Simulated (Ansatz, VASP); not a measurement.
# One calculation of SrO, two programs

```
Sr O
1.0
     2.53583    2.53583    0.00000
    -2.53583    2.53583    0.00000
     0.00000    2.53583    2.57456
Sr O
1 1
Direct
  0.50000 0.50000 0.00000
  0.00000 0.00000 0.00000
```

Change from the starting cell: in-plane strain -0.01, out-of-plane length and atoms relaxed by PAW.

Alike in both runs: functional PBEsol; k mesh 8 × 8 × 8; no spin polarisation.

Ansatz relaxed the structure, and its values are those at the end. VASP's run is a single point on that final structure, the one shown.

|  | VASP | Ansatz |
| --- | --- | --- |
| version | VASP 6.6.1 | Ansatz 0.2.0 |
| potentials or method | VASP PAW PBE potentials, release 64 (Sr_sv, O) | PAW with Ansatz's default frozen-core files, scalar-relativistic |
| plane-wave cutoff (eV) | 520 | 420 |
| occupations | gaussian, width 0.01 eV | fixed |
| valence electrons in the cell | 16 | 16 |

```tsv
	VASP	Ansatz	Ansatz less VASP
gap on the k mesh at the Fermi level (eV)	3.10	3.15	+0.051
pressure (GPa)	2.2	1.5	-0.69
```

Caveats: the PAW data sets were made with another functional, which shifts forces and pressure a little (VASP). A k mesh can miss the band edges.
